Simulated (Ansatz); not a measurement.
One input, then a changed one: GaN (rocksalt type)

First run: DFT, r2SCAN, all-electron PAW with datasets made for the crystal, scalar-relativistic (Ansatz 0.2.0).

Command: `ansatz run input.yaml --threads 1 --pin off --max-ram 2048MiB --backend cpu --events-out ev --progress --plain --runs-dir out` It took 40 s on 1 thread of Arm Neoverse V1, with other jobs on the host, peak memory 0.68 GiB.

```yaml
crystal:
  lattice:
    - [0.0, 1.9574529423, 1.9574529423]
    - [1.9574529423, 0.0, 1.9574529423]
    - [1.9574529423, 1.9574529423, 0.0]
  atoms:
    - { symbol: Ga, position: [0.0, 0.0, 0.0] }
    - { symbol: "N", position: [0.5, 0.5, 0.5] }
kpoints:
  mp_grid: { grid: [15, 15, 15] }
scf:
  occupations: { method: fermi_dirac, width: 0.1 }
hamiltonian:
  xc: r2scan
  pseudopotentials: { kind: all_electron, datasets: crystal }
output:
  forces: true
  stress: true
  eigenvalues: true
```

The cell comes from a relaxation on PAW files under the same functional, begun from a prototype that needn't be the stable phase.

This run: volume at 0.8 of the series' base cell.

It converges in 10 SCF iterations at a pressure of 89.3 GPa.

A second run of a changed input logged this at its end:

```
Error: 2 input errors — fix all and re-run
  1. inconsistent input (magnetization.spin_orbit, magnetization.noncollinear): true requires noncollinear: true — spin–orbit coupling acts on 2-spinor wavefunctions; set both flags
  2. inconsistent input (magnetization.spin_orbit, hamiltonian.pseudopotentials.kind): true requires a fully-relativistic hamiltonian.pseudopotentials.kind (nc_fr or paw_fr), or kind: all_electron without datasets and azcp, which then solves Dirac's equation on LAPW. paw_fr resolves this project's PAW files (source: ansatz) by j as it reads them
```

**Question.** What was wrong with the input?

**Answer.** The fault: spin-orbit coupling on scalar files, by this change (others could give a like log):
```diff
   occupations: { method: fermi_dirac, width: 0.1 }
+  max_iter: 60
 hamiltonian:
   xc: r2scan
-  pseudopotentials: { kind: all_electron, datasets: crystal }
+  pseudopotentials: { kind: nc }
 output:
   eigenvalues: true
+magnetization:
+  spin_polarized: true
+  spin_orbit: true
```
